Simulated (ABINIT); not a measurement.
## A GW chain in ABINIT: RbCl (Fm-3m)

How does a plane-wave GW calculation on RbCl (Fm-3m) run from the first input to the gap?

Program: ABINIT 10.8.3. Level of theory: PBE and many-body steps on it, plane waves. Results are calculated unless marked as measured.

## Step 1: The structure

It takes space group Fm-3m (No. 225, cubic). Conventional cell: a = 6.579 Å, b = 6.579 Å, c = 6.579 Å, α = 90.00°, β = 90.00°, γ = 90.00°. Rb has 6 Cl at 3.29 Å nearest. Cl has 6 Rb at 3.29 Å nearest. Farther neighbours and most contacts between anions are not listed.

The cell and positions come from the Crystallography Open Database and are kept as given unless a step says otherwise.

## Step 2: Ground state

This step: ABINIT 10.8.3; DFT, PBE, plane waves, norm-conserving pseudopotentials.

The ground-state density comes first.

File run.abi:

```
acell 3*1.0 Angstrom
rprim 
  -0.000000000000 3.289500000000 3.289500000000
  3.289500000000 -0.000000000000 3.289500000000
  3.289500000000 3.289500000000 -0.000000000000
ntypat 2
znucl 37 17
natom 2
typat 1 2
xred 
  0.000000000000 0.000000000000 0.000000000000
  0.500000000000 0.500000000000 0.500000000000
pp_dirpath "pseudos"
pseudos "Rb.upf, Cl.upf"
ecut 25
ngkpt 6 6 6
nshiftk 1
shiftk 0 0 0
kptopt 1
chksymbreak 0
nband 13
occopt 1
tolvrs 1e-10
nstep 60
prtwf 0
optforces 0
optstress 0
indata_prefix "in"
outdata_prefix "out"
tmpdata_prefix "tmp"
```

The run is started by

```sh
$ OMP_NUM_THREADS=1 mpirun -n 4 abinit run.abi > log
```

Numbers of over 12 decimals in the logs are rounded to 6 here.

Output:

```text
.Version 10.8.3 of ABINIT. v10.8.2 released Aug 2026.

 Symmetries : space group Fm -3 m (#225); Bravais cF (face-center cubic)
================================================================================
 Values of the parameters that define the memory need of the present run
     intxc =       0    ionmov =       0      iscf =       7    lmnmax =       6
     lnmax =       6     mgfft =      40  mpssoang =       3    mqgrid =    3001
     natom =       2  nloc_mem =       1    nspden =       1   nspinor =       1
    nsppol =       1      nsym =      48    n1xccc =    2501    ntypat =       2
    occopt =       1   xclevel =       2
-    mband =          13        mffmem =           1         mkmem =           4
       mpw =        2882          nfft =       64000          nkpt =          16
================================================================================
  Rough estimation (10% accuracy) of disk space for files :
================================================================================

--------------------------------------------------------------------------------
------------- Echo of variables that govern the present computation ------------
--------------------------------------------------------------------------------
 -outvars: echo values of preprocessed input variables --------
            acell      1.8897261259E+00  1.8897261259E+00  1.8897261259E+00 Bohr

      chksymbreak           0
             ecut      2.50000000E+01 Hartree
-          fftalg         312

              ixc     -101130
              kpt      0.00000000E+00  0.00000000E+00  0.00000000E+00
                       1.66666667E-01  0.00000000E+00  0.00000000E+00
                       3.33333333E-01  0.00000000E+00  0.00000000E+00
                       5.00000000E-01  0.00000000E+00  0.00000000E+00
                       1.66666667E-01  1.66666667E-01  0.00000000E+00
                       3.33333333E-01  1.66666667E-01  0.00000000E+00
                       5.00000000E-01  1.66666667E-01  0.00000000E+00
                      -3.33333333E-01  1.66666667E-01  0.00000000E+00
                      -1.66666667E-01  1.66666667E-01  0.00000000E+00
   [... 5 further rows ...]
                      -3.33333333E-01  3.33333333E-01  1.66666667E-01
                      -3.33333333E-01  5.00000000E-01  1.66666667E-01
         kptrlatt        6    0    0      0    6    0      0    0    6
          kptrlen      5.27466651E+01
P           mkmem           4
            natom           2
            nband          13
            ngfft          40      40      40
             nkpt          16
            nstep          60
             nsym          48
           ntypat           2
              occ      2.000000  2.000000  2.000000  2.000000  2.000000  2.000000
                       2.000000  2.000000  0.000000  0.000000  0.000000  0.000000
                       0.000000
        optforces           0
        optstress           0
            prtwf           0
            rprim     -0.0000000000E+00  3.2895000000E+00  3.2895000000E+00
[...]
spgroup         225

           tolvrs      1.00000000E-10

             xred      0.0000000000E+00  0.0000000000E+00  0.0000000000E+00
[...]
znucl       37.00000   17.00000

================================================================================

 chkinp: Checking input parameters for consistency.

================================================================================
== DATASET  1 ==================================================================
-   mpi_nproc: 4, omp_nthreads: 1 (-1 if OMP is not activated)

--- !DatasetInfo
iteration_state: {dtset: 1, }
dimensions: {natom: 2, nkpt: 16, mband: 13, nsppol: 1, nspinor: 1, nspden: 1, mpw: 2882, }
cutoff_energies: {ecut:  25.0, pawecutdg:  -1.0, }
electrons: {nelect:   1.60000000E+01, charge:   0.00000000E+00, occopt:   1.00000000E+00, tsmear:   1.00000000E-02, }

 Real(R)+Recip(G) space primitive vectors, cartesian coordinates (Bohr,Bohr^-1):
 R(1)=  0.0000000  6.2162541  6.2162541  G(1)= -0.0804343  0.0804343  0.0804343
 R(2)=  6.2162541  0.0000000  6.2162541  G(2)=  0.0804343 -0.0804343  0.0804343
 R(3)=  6.2162541  6.2162541  0.0000000  G(3)=  0.0804343  0.0804343 -0.0804343
 Unit cell volume ucvol=  4.8041468E+02 bohr^3
 Angles (23,13,12)=  6.00000000E+01  6.00000000E+01  6.00000000E+01 degrees

 getcut: wavevector=  0.0000  0.0000  0.0000  ngfft=  40  40  40
         ecut(hartree)=     25.000   => boxcut(ratio)=   2.02153

--- Pseudopotential description ------------------------------------------------
- Rb Generated using ONCVPSP code by D. R. Hamann
- 37.00000   9.00000  171031                  znucl, zion, pspdat
12 -101130 2 -1 2308                          pspcod,pspxc,lmax,lloc,mmax
     nproj     2     2     2
  pspatm : epsatm=   34.45470878
         --- l  ekb(1:nproj) -->
[...]
pspatm: atomic psp has been read  and splines computed

- Cl Generated using ONCVPSP code by D. R. Hamann
- 17.00000   7.00000  171031                  znucl, zion, pspdat
12 -101130 2 -1 1028                          pspcod,pspxc,lmax,lloc,mmax
     nproj     2     2     2
  pspatm : epsatm=    9.12776517
         --- l  ekb(1:nproj) -->
[...]
2   -2.938609   -0.805455
 pspatm: atomic psp has been read  and splines computed

   6.97319583E+02                                ecore*ucvol(ha*bohr**3)
--------------------------------------------------------------------------------

_setup2: Arith. and geom. avg. npw (full set) are    2866.644    2866.618

================================================================================

--- !BeginCycle
iteration_state: {dtset: 1, }
solver: {iscf: 7, nstep: 60, nline: 4, wfoptalg: 0, }
tolerances: {tolvrs: 1.00E-10, }

     iter   Etot(hartree)      deltaE(h)  residm     vres2
 ETOT  1  -43.588869736832    -4.359E+01 2.489E-02 1.263E+02
 ETOT  2  -43.615856687395    -2.699E-02 2.413E-02 1.058E+01
 ETOT  3  -43.618004986418    -2.148E-03 2.450E-03 1.147E+00
 ETOT  4  -43.618079159929    -7.417E-05 7.554E-04 5.309E-02
 ETOT  5  -43.618080732834    -1.573E-06 3.492E-04 1.677E-03
 ETOT  6  -43.618080786733    -5.390E-08 4.893E-04 1.010E-05
 ETOT  7  -43.618080787481    -7.480E-10 1.893E-04 9.064E-08
 ETOT  8  -43.618080787486    -4.498E-12 2.569E-04 2.262E-09
 ETOT  9  -43.618080787487    -1.052E-12 9.161E-05 1.738E-11

 At SCF step    9       vres2   =  1.74E-11 < tolvrs=  1.00E-10 =>converged.

--- !ResultsGS
iteration_state: {dtset: 1, }
comment   : Summary of ground state results
lattice_vectors:
- [ -0.0000000,   6.2162541,   6.2162541, ]
- [  6.2162541,  -0.0000000,   6.2162541, ]
- [  6.2162541,   6.2162541,  -0.0000000, ]
lattice_lengths: [   8.79111,    8.79111,    8.79111, ]
lattice_angles: [ 60.000,  60.000,  60.000, ] # degrees, (23, 13, 12)
lattice_volume:   4.8041468E+02
convergence: {deltae: -1.052E-12, res2:  1.738E-11, residm:  9.161E-05, diffor:  0.000E+00, }
etotal    :  -4.36180808E+01
entropy   :   0.00000000E+00
fermie    :  -5.17815654E-02
cartesian_stress_tensor: null
pressure_GPa: null
xred      :
- [  0.0000E+00,   0.0000E+00,   0.0000E+00, Rb]
- [  5.0000E-01,   5.0000E-01,   5.0000E-01, Cl]
cartesian_forces: null
force_length_stats: {min: null, max: null, mean: null, }

 Integrated electronic density in atomic spheres:
 ------------------------------------------------
 Atom  Sphere_radius  Integrated_density
    1        2.00000          5.99904313
    2        2.00000          5.05345780
================================================================================

 ----iterations are completed or convergence reached----

 Mean square residual over all n,k,spin=   51.974E-08; max=  91.609E-06
 reduced coordinates (array xred) for    2 atoms
       0.000000000000      0.000000000000      0.000000000000
       0.500000000000      0.500000000000      0.500000000000
 rms dE/dt=  0.0000E+00; max dE/dt=  0.0000E+00; dE/dt below (all hartree)
    1       0.000000000000      0.000000000000      0.000000000000
    2       0.000000000000      0.000000000000      0.000000000000

 cartesian coordinates (angstrom) at end:
    1      0.000000     0.000000     0.000000
    2      3.289500     3.289500     3.289500
 length scales=  1.889726125908  1.889726125908  1.889726125908 bohr
              =  1.000000000000  1.000000000000  1.000000000000 angstroms
 prteigrs : about to open file out_EIG
 Fermi (or HOMO) energy (hartree) =  -0.05178   Average Vxc (hartree)=  -0.27552
 Eigenvalues (hartree) for nkpt=  16  k points:
 kpt#   1, nband= 13, wtk=  0.00463, kpt=  0.0000  0.0000  0.0000 (reduced coord)
  -0.93113   -0.49275   -0.34474   -0.34474   -0.34474   -0.05178   -0.05178   -0.05178
   0.13206    0.24174    0.24174    0.24174    0.27745
 prteigrs : prtvol=0 or 1, do not print more k-points.

--- !EnergyTerms
iteration_state     : {dtset: 1, }
comment             : Components of total free energy in Hartree
kinetic             :  1.28844880965920E+01
hartree             :  7.90952657297169E+00
xc                  : -1.16000809857032E+01
Ewald energy        : -2.94927782218083E+01
psp_core            :  1.45149515998135E+00
local_psp           : -2.58845536564372E+01
non_local_psp       :  1.11382224691694E+00
total_energy        : -4.36180807874866E+01
total_energy_eV     : -1.18690844361670E+03
band_energy         : -5.31176680544894E+00

== END DATASET(S) ==============================================================
================================================================================

 -outvars: echo values of variables after computation  --------
           etotal     -4.3618080787E+01
            nband          13
             nkpt          16
          spgroup         225
 [... the other variables as echoed above ...]

 Calculation completed.
```

It took 7.5 s on 4 MPI ranks of Arm Neoverse V1, shared host; peak memory 0.29 GiB; 30 s of CPU time.

Numbers from this step:

```
total energy               : -1186.9084 eV
gap                        : 5.003 eV
k of the valence top       : 0, 0, 0
k of the conduction bottom : 0, 0, 0
least direct gap           : 5.003 eV
```

The gap is direct, at Γ.

## Step 3: Bands along the symmetry lines

Levels along a band path, at the cheap level, show where the edges lie and whether the meshes to come will hold them.

File run.abi:

```
acell 3*1.0 Angstrom
rprim 
  -0.000000000000 3.289500000000 3.289500000000
  3.289500000000 -0.000000000000 3.289500000000
  3.289500000000 3.289500000000 -0.000000000000
ntypat 2
znucl 37 17
natom 2
typat 1 2
xred 
  0.000000000000 0.000000000000 0.000000000000
  0.500000000000 0.500000000000 0.500000000000
pp_dirpath "pseudos"
pseudos "Rb.upf, Cl.upf"
ecut 25
iscf -2
irdden 1
kptopt 0
nkpt 50
kpt 
  0.00000000 0.00000000 0.00000000
  0.06250000 0.00000000 0.06250000
  0.12500000 0.00000000 0.12500000
  0.18750000 0.00000000 0.18750000
  0.25000000 0.00000000 0.25000000
  0.31250000 0.00000000 0.31250000
  0.37500000 0.00000000 0.37500000
  0.43750000 0.00000000 0.43750000
  0.50000000 0.00000000 0.50000000
  0.51562500 0.03125000 0.51562500
  0.53125000 0.06250000 0.53125000
  0.54687500 0.09375000 0.54687500
  0.56250000 0.12500000 0.56250000
  0.57812500 0.15625000 0.57812500
  0.59375000 0.18750000 0.59375000
  0.60937500 0.21875000 0.60937500
  0.62500000 0.25000000 0.62500000
  0.37500000 0.37500000 0.75000000
  0.32812500 0.32812500 0.65625000
  0.28125000 0.28125000 0.56250000
  0.23437500 0.23437500 0.46875000
  0.18750000 0.18750000 0.37500000
  0.14062500 0.14062500 0.28125000
  0.09375000 0.09375000 0.18750000
  0.04687500 0.04687500 0.09375000
  0.00000000 0.00000000 0.00000000
  0.06250000 0.06250000 0.06250000
  0.12500000 0.12500000 0.12500000
  0.18750000 0.18750000 0.18750000
  0.25000000 0.25000000 0.25000000
  0.31250000 0.31250000 0.31250000
  0.37500000 0.37500000 0.37500000
  0.43750000 0.43750000 0.43750000
  0.50000000 0.50000000 0.50000000
  0.50000000 0.46875000 0.53125000
  0.50000000 0.43750000 0.56250000
  0.50000000 0.40625000 0.59375000
  0.50000000 0.37500000 0.62500000
  0.50000000 0.34375000 0.65625000
  0.50000000 0.31250000 0.68750000
  0.50000000 0.28125000 0.71875000
  0.50000000 0.25000000 0.75000000
  0.50000000 0.21875000 0.71875000
  0.50000000 0.18750000 0.68750000
  0.50000000 0.15625000 0.65625000
  0.50000000 0.12500000 0.62500000
  0.50000000 0.09375000 0.59375000
  0.50000000 0.06250000 0.56250000
  0.50000000 0.03125000 0.53125000
  0.50000000 0.00000000 0.50000000
istwfk *1
nband 15
nbdbuf 2
tolwfr 1e-08
nstep 40
prtwf 0
prtvol 0
indata_prefix "in"
outdata_prefix "out"
tmpdata_prefix "tmp"
```

Output:

```text
.Version 10.8.3 of ABINIT. v10.8.2 released Aug 2026.

 Symmetries : space group Fm -3 m (#225); Bravais cF (face-center cubic)
[... echo of the input left out ...]
== DATASET  1 ==================================================================
-   mpi_nproc: 4, omp_nthreads: 1 (-1 if OMP is not activated)

--- !DatasetInfo
iteration_state: {dtset: 1, }
dimensions: {natom: 2, nkpt: 50, mband: 15, nsppol: 1, nspinor: 1, nspden: 1, mpw: 2886, }
cutoff_energies: {ecut:  25.0, pawecutdg:  -1.0, }
electrons: {nelect:   1.60000000E+01, charge:   0.00000000E+00, occopt:   1.00000000E+00, tsmear:   1.00000000E-02, }

 Real(R)+Recip(G) space primitive vectors, cartesian coordinates (Bohr,Bohr^-1):
 R(1)=  0.0000000  6.2162541  6.2162541  G(1)= -0.0804343  0.0804343  0.0804343
 R(2)=  6.2162541  0.0000000  6.2162541  G(2)=  0.0804343 -0.0804343  0.0804343
 R(3)=  6.2162541  6.2162541  0.0000000  G(3)=  0.0804343  0.0804343 -0.0804343
 Unit cell volume ucvol=  4.8041468E+02 bohr^3
 Angles (23,13,12)=  6.00000000E+01  6.00000000E+01  6.00000000E+01 degrees

 getcut: wavevector=  0.0000  0.0000  0.0000  ngfft=  40  40  40
         ecut(hartree)=     25.000   => boxcut(ratio)=   2.02153

--- Pseudopotential description ------------------------------------------------
- Rb Generated using ONCVPSP code by D. R. Hamann
- 37.00000   9.00000  171031                  znucl, zion, pspdat
12 -101130 2 -1 2308                          pspcod,pspxc,lmax,lloc,mmax
     nproj     2     2     2
  pspatm : epsatm=   34.45470878
         --- l  ekb(1:nproj) -->
             0    8.246201   -0.469081
             1    3.243116   -0.369397
             2   -1.026759    0.985281
 pspatm: atomic psp has been read  and splines computed

- Cl Generated using ONCVPSP code by D. R. Hamann
- 17.00000   7.00000  171031                  znucl, zion, pspdat
12 -101130 2 -1 1028                          pspcod,pspxc,lmax,lloc,mmax
     nproj     2     2     2
  pspatm : epsatm=    9.12776517
         --- l  ekb(1:nproj) -->
[...]
pspatm: atomic psp has been read  and splines computed

--------------------------------------------------------------------------------

================================================================================
 prteigrs : about to open file out_EIG
 Non-SCF case, kpt    1 (  0.00000  0.00000  0.00000), residuals and eigenvalues=
  3.33E-09  7.47E-09  4.20E-09  5.27E-09  4.85E-09  2.84E-09  6.23E-09  4.31E-09
  8.71E-09  4.83E-09  6.22E-09  7.14E-09  3.81E-09  6.20E-09  7.98E-09
 -9.3113E-01 -4.9275E-01 -3.4474E-01 -3.4474E-01 -3.4474E-01 -5.1782E-02
 -5.1782E-02 -5.1782E-02  1.3206E-01  2.4174E-01  2.4174E-01  2.4174E-01
[...]
Non-SCF case, kpt    2 (  0.06250  0.00000  0.06250), residuals and eigenvalues=
  4.18E-09  3.21E-09  2.62E-09  5.89E-09  3.66E-09  4.03E-09  3.50E-09  9.55E-09
[...]
5.19E-09  7.05E-09  4.12E-09  8.74E-09  2.92E-09  6.25E-09  4.09E-09  9.70E-09
  7.43E-09  3.14E-09  3.73E-09  4.62E-09  4.57E-09  3.53E-09  3.84E-08
[...]
Non-SCF case, kpt   49 (  0.50000  0.03125  0.53125), residuals and eigenvalues=
[...]
Non-SCF case, kpt   50 (  0.50000  0.00000  0.50000), residuals and eigenvalues=
[...]
-9.3038E-01 -4.9099E-01 -3.5421E-01 -3.4846E-01 -3.4846E-01 -6.3521E-02
 -5.5502E-02 -5.5502E-02  1.7630E-01  2.4468E-01  3.0532E-01  3.1736E-01
[...]
--- !ResultsGS
iteration_state: {dtset: 1, }
comment   : Summary of ground state results
lattice_vectors:
- [ -0.0000000,   6.2162541,   6.2162541, ]
- [  6.2162541,  -0.0000000,   6.2162541, ]
- [  6.2162541,   6.2162541,  -0.0000000, ]
lattice_lengths: [   8.79111,    8.79111,    8.79111, ]
lattice_angles: [ 60.000,  60.000,  60.000, ] # degrees, (23, 13, 12)
lattice_volume:   4.8041468E+02
convergence: {deltae:  0.000E+00, res2:  0.000E+00, residm:  1.000E-08, diffor:  0.000E+00, }
etotal    :  -4.36180808E+01
entropy   :   0.00000000E+00
fermie    :  -5.17815654E-02
cartesian_stress_tensor: null
pressure_GPa: null
xred      :
- [  0.0000E+00,   0.0000E+00,   0.0000E+00, Rb]
- [  5.0000E-01,   5.0000E-01,   5.0000E-01, Cl]
cartesian_forces: null
force_length_stats: {min: null, max: null, mean: null, }

 Integrated electronic density in atomic spheres:
 ------------------------------------------------
 Atom  Sphere_radius  Integrated_density
[...]
================================================================================

 ----iterations are completed or convergence reached----

 Mean square residual over all n,k,spin=   60.239E-10; max=  99.995E-10
 reduced coordinates (array xred) for    2 atoms
       0.000000000000      0.000000000000      0.000000000000
       0.500000000000      0.500000000000      0.500000000000

 cartesian coordinates (angstrom) at end:
    1      0.000000     0.000000     0.000000
    2      3.289500     3.289500     3.289500
 length scales=  1.889726125908  1.889726125908  1.889726125908 bohr
              =  1.000000000000  1.000000000000  1.000000000000 angstroms
 prteigrs : about to open file out_EIG
 Eigenvalues (hartree) for nkpt=  50  k points:
 kpt#   1, nband= 15, wtk=  1.00000, kpt=  0.0000  0.0000  0.0000 (reduced coord)
[...]
kpt#   2, nband= 15, wtk=  1.00000, kpt=  0.0625  0.0000  0.0625 (reduced coord)
[...]
kpt#   3, nband= 15, wtk=  1.00000, kpt=  0.1250  0.0000  0.1250 (reduced coord)
[...]
kpt#  49, nband= 15, wtk=  1.00000, kpt=  0.5000  0.0313  0.5313 (reduced coord)
  -0.93038   -0.49104   -0.35415   -0.34851   -0.34830   -0.06348   -0.05600   -0.05562
   0.17725    0.24593    0.30330    0.31831    0.32865    0.37921    0.38018
 kpt#  50, nband= 15, wtk=  1.00000, kpt=  0.5000  0.0000  0.5000 (reduced coord)
  -0.93038   -0.49099   -0.35421   -0.34846   -0.34846   -0.06352   -0.05550   -0.05550
   0.17630    0.24468    0.30532    0.31736    0.32950    0.37914    0.37914

== END DATASET(S) ==============================================================
================================================================================

 -outvars: echo values of variables after computation  --------
            nband          15
             nkpt          50
          spgroup         225
 [... the other variables as echoed above ...]

 Calculation completed.
```

Elapsed: 13 s, on 4 MPI ranks; peak memory 0.27 GiB; 52 s of CPU time.

Numbers from this step:

```
gap                        : 5.003 eV
k of the valence top       : 0, 0, 0
k of the conduction bottom : 0, 0, 0
least direct gap           : 5.003 eV
```

The gap is 5.003 eV, as in the run before at this level.

The electronic bands at the labelled points (eV, zero at the top of the highest filled band; v1 is the highest filled band, c1 the lowest empty one):

```csv
point,v4,v3,v2,v1,c1,c2,c3,c4
Γ,-7.97,0.00,0.00,0.00,5.00,7.99,7.99,7.99
halfway,-7.99,-0.53,-0.07,-0.07,6.37,6.89,9.43,9.50
X,-8.07,-0.32,-0.10,-0.10,6.21,8.07,9.72,10.04
halfway,-8.06,-0.31,-0.19,-0.14,6.41,8.33,9.36,10.20
U,-8.03,-0.40,-0.28,-0.22,6.95,8.71,9.06,9.75
jump to K,-8.03,-0.40,-0.28,-0.22,6.95,8.71,9.06,9.75
halfway,-7.95,-0.59,-0.27,-0.11,6.66,7.61,8.82,9.51
Γ,-7.97,0.00,0.00,0.00,5.00,7.99,7.99,7.99
halfway,-7.96,-0.48,-0.18,-0.18,6.27,7.77,8.74,8.74
L,-7.95,-0.86,-0.34,-0.34,7.75,7.98,10.16,10.16
halfway,-7.96,-0.65,-0.29,-0.29,7.73,7.86,9.74,9.90
W,-7.96,-0.44,-0.24,-0.24,7.67,7.67,9.34,9.37
halfway,-8.02,-0.30,-0.27,-0.15,6.61,8.53,8.99,10.05
X,-8.07,-0.32,-0.10,-0.10,6.21,8.07,9.72,10.04
```

(Continued in part 2 of 2.)

[Paths, hosts, dates, memory and timing lines, banners, echoed tables and standing remarks are left out of the program output.]

[Logs are printed without paths, hosts, clocks, repeated set-up lines and the standing remarks that a program may print on its own settings, such as how far it seeks lower states.]

[Runs of the session that timed out or met a known fault of the program may be left out.]

[Hosts, paths, dates, database ids (printed as entryN), source tags and the programs' standing remarks are cut or masked in the printed files.]

[G0W0 gaps are taken among the corrected bands and points alone; a level outside them can change the order at an edge.]

[Where Ansatz stands beside ABINIT at settings called matched, ABINIT's density can come from a denser mesh and the files from another edition; pairs whose starting gaps differed by over 0.03 eV were left out, so agreement reads better than it is.]
